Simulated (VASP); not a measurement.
# CsSnI3 (Pm-3m) in VASP: a series of runs

Aim: see how the results for CsSnI3 move with the level of theory and the settings. Levels: PBE, r2SCAN. Tasks: single point.

Program: VASP 6.6.1. These are calculated values, not measurements. Logs are shortened: lines on timing, memory, paths and dates and some standing lists are left out, and cuts for length are marked.

### 1 Starting point

It takes space group Pm-3m (No. 221, cubic). Conventional cell: a = 6.134 Å, b = 6.134 Å, c = 6.134 Å, α = 90.00°, β = 90.00°, γ = 90.00°. Around Cs (site symmetry m-3m) lie 12 I at 4.34 Å. Sn (site symmetry m-3m) has 6 I at 3.07 Å as nearest neighbours. I (site symmetry 4/mmm) has 2 Sn at 3.07 Å as nearest neighbours.

The cell was built by a generator and needn't be a form met in nature.

### 2 Single point, PBE, non-collinear spin, zero start, spin-orbit coupling

Input file INCAR:

```
SYSTEM = CsSnI3
PREC = Accurate
ENCUT = 520
EDIFF = 1E-6
ISMEAR = 0
SIGMA = 0.01
LREAL = .FALSE.
LASPH = .TRUE.
NELM = 150
ALGO = Fast
ISIF = 2
LWAVE = .FALSE.
LCHARG = .TRUE.
MAGMOM = 0 0 0 0 0 0 0 0 0 0 0 0 0 0 0
LORBIT = 11
LSORBIT = .TRUE.
GGA_COMPAT = .FALSE.
LORBMOM = .TRUE.
GGA = PE
LVHAR = .TRUE.
NBANDS = 59
```

Input file KPOINTS:

```
Automatic mesh
0
G
  6 6 6
  0 0 0
```

Input file POSCAR:

```
CsSnI3
1.0
    6.1337341610      0.0000000000      0.0000000000
    0.0000000000      6.1337341610      0.0000000000
    0.0000000000      0.0000000000      6.1337341610
Cs Sn I
1 1 3
Direct
    0.5000000000      0.5000000000      0.5000000000
    0.0000000000      0.0000000000      0.0000000000
    0.5000000000      0.0000000000      0.0000000000
    0.0000000000      0.5000000000      0.0000000000
    0.0000000000      0.0000000000      0.5000000000
```

Potentials or basis: VASP PAW PBE potentials, release 64 (Cs_sv, Sn_d, I).

Command:

```bash
$ cat potpaw_PBE.64/Cs_sv/POTCAR potpaw_PBE.64/Sn_d/POTCAR potpaw_PBE.64/I/POTCAR > POTCAR
$ mpirun -np 1 vasp_ncl > vasp.out
```

OUTCAR:

```text
SYSTEM = CsSnI3
   PREC = Accurate
   ENCUT = 520
   EDIFF = 1E-6
   ISMEAR = 0
   LREAL = .FALSE.
   LASPH = .TRUE.
   NELM = 150
   ISIF = 2
   LORBIT = 11
   LSORBIT = .TRUE.
   GGA = PE

 ion  position               nearest neighbor table
   1  0.500  0.500  0.500-
   2  0.000  0.000  0.000-   3 3.07   4 3.07   5 3.07   5 3.07   4 3.07   3 3.07
   3  0.500  0.000  0.000-   2 3.07   2 3.07
   4  0.000  0.500  0.000-   2 3.07   2 3.07
   5  0.000  0.000  0.500-   2 3.07   2 3.07

  LATTYP: Found a simple cubic cell.
 ALAT       =     6.1337341610

  Lattice vectors:

 A1 = (   6.1337341610,   0.0000000000,   0.0000000000)
 A2 = (   0.0000000000,   6.1337341610,   0.0000000000)
 A3 = (   0.0000000000,   0.0000000000,   6.1337341610)

Analysis of symmetry for initial positions (statically):
=====================================================================
 Subroutine PRICEL returns:
 Original cell was already a primitive cell.

 Routine SETGRP: Setting up the symmetry group for a
 simple cubic supercell.

 Subroutine GETGRP returns: Found 48 space group operations
 (whereof 48 operations were pure point group operations)
 out of a pool of 48 trial point group operations.

The static configuration has the point symmetry O_h .

Analysis of symmetry for dynamics (positions and initial velocities):
=====================================================================
 Subroutine PRICEL returns:
 Original cell was already a primitive cell.

 Routine SETGRP: Setting up the symmetry group for a
 simple cubic supercell.

 Subroutine GETGRP returns: Found 48 space group operations
 (whereof 48 operations were pure point group operations)
 out of a pool of 48 trial point group operations.

The dynamic configuration has the point symmetry O_h .

Analysis of structural, dynamic, and magnetic symmetry:
=====================================================================
 Subroutine PRICEL returns:
 Original cell was already a primitive cell.

 Routine SETGRP: Setting up the symmetry group for a
 simple cubic supercell.

 Subroutine GETGRP returns: Found 48 space group operations
 (whereof 48 operations were pure point group operations)
 out of a pool of 48 trial point group operations.

The overall configuration has the point symmetry O_h .

 Subroutine INISYM returns: Found 48 space group operations
 (whereof 48 operations are pure point group operations),
 and found     1 'primitive' translations

----------------------------------------------------------------------------------------

                                     Primitive cell

  volume of cell :     230.7676

  direct lattice vectors                    reciprocal lattice vectors
     6.133734161  0.000000000  0.000000000     0.163032824  0.000000000  0.000000000
     0.000000000  6.133734161  0.000000000     0.000000000  0.163032824  0.000000000
     0.000000000  0.000000000  6.133734161     0.000000000  0.000000000  0.163032824

  length of vectors
     6.133734161  6.133734161  6.133734161     0.163032824  0.163032824  0.163032824

  position of ions in fractional coordinates (direct lattice)
     0.500000000  0.500000000  0.500000000
     0.000000000  0.000000000  0.000000000
     0.500000000  0.000000000  0.000000000
     0.000000000  0.500000000  0.000000000
     0.000000000  0.000000000  0.500000000

  ion indices of the primitive-cell ions
   primitive index   ion index
                 1           1
                 2           2
                 3           3
                 4           4
                 5           5

[... 116 lines left out ...]
  ext. energy  EPLUGINS =         0.00000000
  ---------------------------------------------------
  free energy    TOTEN  =       -14.56481130 eV

  energy without entropy =      -14.56481130  energy(sigma->0) =      -14.56481130

 E-fermi :   3.3268     XC(G=0):  -7.6713

 val. band max:        3.2257343511   @ k =   0.5000   0.5000   0.5000
 cond. band min:       3.4505013542   @ k =   0.5000   0.5000   0.5000
 fundamental gap:      0.2247670031
 Fermi energy:         3.3268377810

 k-point     1 :       0.0000    0.0000    0.0000
  band No.  band energies     occupation
      1     -19.4548      1.00000
      2     -19.4548      1.00000
      3     -19.4548      1.00000
      4     -19.4548      1.00000
      5     -19.1442      1.00000
      6     -19.1442      1.00000
[... 1169 lines left out ...]
     55       7.1387      0.00000
     56       7.1387      0.00000
 [bands above 56 left out]

------------------------ aborting loop because EDIFF is reached ----------------------------------------

  FORCE on cell =-STRESS in cart. coord.  units (eV):
  Direction    XX          YY          ZZ          XY          YZ          ZX
  --------------------------------------------------------------------------------------
  -------------------------------------------------------------------------------------
  Total        1.9088216      1.9088216      1.9088216     -0.0000000     -0.0000000      0.0000000
  in kB       13.2525998     13.2525998     13.2525998     -0.0000000     -0.0000000      0.0000000
  external PRESSURE =      13.2525998 kB  Pullay stress =       0.0000000 kB

 VOLUME and BASIS-vectors are now :
 -----------------------------------------------------------------------------
  energy-cutoff  :      520.00
  volume of cell :      230.77
      direct lattice vectors                 reciprocal lattice vectors
     6.133734161  0.000000000  0.000000000     0.163032824  0.000000000  0.000000000
     0.000000000  6.133734161  0.000000000     0.000000000  0.163032824  0.000000000
     0.000000000  0.000000000  6.133734161     0.000000000  0.000000000  0.163032824

 POSITION                                       TOTAL-FORCE (eV/Angst)
 -----------------------------------------------------------------------------------
      3.06687      3.06687      3.06687         0.000000      0.000000      0.000000
      0.00000      0.00000      0.00000         0.000000      0.000000      0.000000
      3.06687      0.00000      0.00000         0.000000      0.000000      0.000000
      0.00000      3.06687      0.00000         0.000000      0.000000      0.000000
      0.00000      0.00000      3.06687         0.000000      0.000000      0.000000
 -----------------------------------------------------------------------------------
    total drift:                                0.000000      0.000000      0.000000

  FREE ENERGIE OF THE ION-ELECTRON SYSTEM (eV)
  ---------------------------------------------------
  free  energy   TOTEN  =       -14.5648112996 eV

  energy  without entropy=      -14.5648112996  energy(sigma->0) =      -14.56481130

 orbital moment (x)

 # of ion     p       d       tot
 ----------------------------------------
  1         0.000   0.000   0.000
  2         0.000  -0.000  -0.000
  3         0.000  -0.000  -0.000
  4        -0.000   0.000  -0.000
  5         0.000  -0.000   0.000
 ----------------------------------------
           -0.000  -0.000  -0.000

 orbital moment (y)

 # of ion     p       d       tot
 ----------------------------------------
  1         0.000   0.000   0.000
  2         0.000   0.000   0.000
  3        -0.000  -0.000  -0.000
  4         0.000  -0.000  -0.000
  5        -0.000   0.000  -0.000
 ----------------------------------------
           -0.000   0.000  -0.000

 orbital moment (z)

 # of ion     p       d       tot
 ----------------------------------------
  1         0.000   0.000   0.000
  2         0.000   0.000   0.000
  3         0.000   0.000   0.000
  4         0.000   0.000   0.000
  5         0.000  -0.000  -0.000
 ----------------------------------------
            0.000   0.000   0.000

 Spin-Orbit-Coupling matrix elements

 Ion:    1  E_soc:     -0.3242966
 l=   1
     0.0000000    -0.0540200    -0.0540200
    -0.0540200     0.0000000    -0.0540200
    -0.0540200    -0.0540200     0.0000000
 l=   2
     0.0000000    -0.0000050     0.0000000    -0.0000050    -0.0000245
    -0.0000050     0.0000000    -0.0000184    -0.0000050    -0.0000061
     0.0000000    -0.0000184     0.0000000    -0.0000184     0.0000000
    -0.0000050    -0.0000050    -0.0000184     0.0000000    -0.0000061
    -0.0000245    -0.0000061     0.0000000    -0.0000061     0.0000000
 l=   3
     0.0000000     0.0000000     0.0000000     0.0000000     0.0000000     0.0000000     0.0000000
     0.0000000     0.0000000     0.0000000     0.0000000     0.0000000     0.0000000     0.0000000
     0.0000000     0.0000000     0.0000000     0.0000000     0.0000000     0.0000000     0.0000000
     0.0000000     0.0000000     0.0000000     0.0000000     0.0000000     0.0000000     0.0000000
[... 69 lines left out ...]
 l=   2
     0.0000000    -0.0000033     0.0000000    -0.0000033    -0.0000047
    -0.0000033     0.0000000     0.0000193    -0.0000112    -0.0000057
     0.0000000     0.0000193     0.0000000     0.0000193     0.0000000
    -0.0000033    -0.0000112     0.0000193     0.0000000    -0.0000057
    -0.0000047    -0.0000057     0.0000000    -0.0000057     0.0000000
 l=   3
     0.0000000     0.0000000     0.0000000     0.0000000     0.0000000     0.0000000     0.0000000
     0.0000000     0.0000000     0.0000000     0.0000000     0.0000000     0.0000000     0.0000000
     0.0000000     0.0000000     0.0000000     0.0000000     0.0000000     0.0000000     0.0000000
     0.0000000     0.0000000     0.0000000     0.0000000     0.0000000     0.0000000     0.0000000
     0.0000000     0.0000000     0.0000000     0.0000000     0.0000000     0.0000000     0.0000000
     0.0000000     0.0000000     0.0000000     0.0000000     0.0000000     0.0000000     0.0000000
     0.0000000     0.0000000     0.0000000     0.0000000     0.0000000     0.0000000     0.0000000

 total charge

# of ion       s       p       d       tot
------------------------------------------
    1        1.831   4.707   0.013   6.552
    2        1.400   0.675   9.998  12.073
    3        1.510   2.791   0.013   4.314
    4        1.510   2.791   0.013   4.314
    5        1.510   2.791   0.013   4.314
--------------------------------------------------
tot          7.762  13.755  10.051  31.568

 magnetization (x)

# of ion       s       p       d       tot
------------------------------------------
    1        0.000  -0.000   0.000   0.000
    2       -0.000   0.000  -0.000  -0.000
    3        0.000  -0.000   0.000  -0.000
    4        0.000  -0.000   0.000  -0.000
    5        0.000   0.000   0.000   0.000
--------------------------------------------------
tot         -0.000  -0.000  -0.000  -0.000

 magnetization (y)

# of ion       s       p       d       tot
------------------------------------------
    1       -0.000   0.000  -0.000   0.000
    2       -0.000   0.000   0.000  -0.000
    3        0.000   0.000   0.000   0.000
    4        0.000  -0.000  -0.000   0.000
    5        0.000  -0.000   0.000  -0.000
--------------------------------------------------
tot         -0.000   0.000  -0.000  -0.000

 magnetization (z)

# of ion       s       p       d       tot
------------------------------------------
    1        0.000   0.000   0.000   0.000
    2       -0.000   0.000   0.000  -0.000
    3        0.000   0.000   0.000   0.000
    4        0.000   0.000  -0.000   0.000
    5        0.000  -0.000   0.000  -0.000
--------------------------------------------------
tot         -0.000   0.000   0.000  -0.000
```

It took 7.6 min on 1 thread of Intel Xeon 6975P-C (Granite Rapids), shared host; peak memory 0.98 GiB.

What came out:

- Free energy: -14.5648 eV
- Pressure: 1.3 GPa
- Net moment: 0.00 μB per cell
- Valence electrons inside the program's atomic spheres: Cs 6.55; Sn 12.07; I 4.31

Moments on the atoms (μB; x, y, z):
```
Cs  0.00 0.00 0.00
Sn  0.00 0.00 0.00
I   0.00 0.00 0.00
I   0.00 0.00 0.00
I   0.00 0.00 0.00
```

### 3 Single point, r2SCAN

This run uses another cell than the first one, of 48.23 Å³/atom, 1.045 times its volume.

POSCAR, as its differences from that of step 2:

```diff
@@ -2,5 +2,5 @@
 1.0
-    6.1337341610      0.0000000000      0.0000000000
-    0.0000000000      6.1337341610      0.0000000000
-    0.0000000000      0.0000000000      6.1337341610
+    6.2244372258      0.0000000000      0.0000000000
+    0.0000000000      6.2244372258      0.0000000000
+    0.0000000000      0.0000000000      6.2244372258
 Cs Sn I
```

Input file INCAR.step1:

```
ALGO = Normal
EDIFF = 1E-4
ENCUT = 520
GGA = PE
ISMEAR = 0
LASPH = True
LCHARG = False
LREAL = False
LWAVE = True
NBANDS = 30
NELM = 80
PREC = Accurate
SIGMA = 0.01
```

Input file INCAR.step2:

```
ALGO = Normal
EDIFF = 1E-6
ENCUT = 520
ISIF = 2
ISMEAR = 0
ISTART = 1
LASPH = True
LCHARG = False
LMIXTAU = True
LREAL = False
LWAVE = False
METAGGA = R2SCAN
NBANDS = 30
NELM = 80
PREC = Accurate
SIGMA = 0.01
```

Input file KPOINTS:

```
k-points
0
Gamma
  6 6 6
```

Potentials or basis: VASP PAW PBE potentials, release 64 (Cs_sv, Sn_d, I).

Command:

```bash
$ cat potpaw_PBE.64/Cs_sv/POTCAR potpaw_PBE.64/Sn_d/POTCAR potpaw_PBE.64/I/POTCAR > POTCAR
$ cp INCAR.step1 INCAR
$ mpirun -np 1 vasp_std > vasp.out
$ cp INCAR.step2 INCAR
$ mpirun -np 1 vasp_std > vasp.out
```

It took 3.2 min on 1 thread of Intel Xeon 6975P-C (Granite Rapids), shared host; peak memory 0.46 GiB.

Results (log left out):

```yaml
Free_energy: -128.6912 eV
Pressure: 0.0 GPa
Band_gap_on_the_k_mesh: 0.46 eV, direct
```

Levels at points of the mesh, in eV from the valence-band top:
| k point | band 19 | band 20 | band 21 | band 22 | band 23 | band 24 | band 25 | band 26 |
| --- | --- | --- | --- | --- | --- | --- | --- | --- |
| (0.00, 0.00, 0.00) | -2.58 | -2.42 | -2.42 | -2.42 | 2.54 | 3.34 | 3.34 | 3.74 |
| (0.50, 0.00, 0.00) | -2.73 | -2.54 | -2.54 | -1.72 | 1.20 | 4.08 | 4.20 | 4.52 |
| (0.50, 0.50, 0.00) | -2.88 | -2.79 | -1.99 | -0.85 | 0.89 | 0.89 | 4.20 | 4.60 |
| (0.50, 0.50, 0.50) | -1.97 | -1.97 | -1.97 | 0.00 | 0.46 | 0.46 | 0.46 | 3.36 |

Caveat: the PAW data sets were made with another functional, which shifts forces and pressure a little; spin-orbit coupling is left out, which moves the levels of the heavy elements.
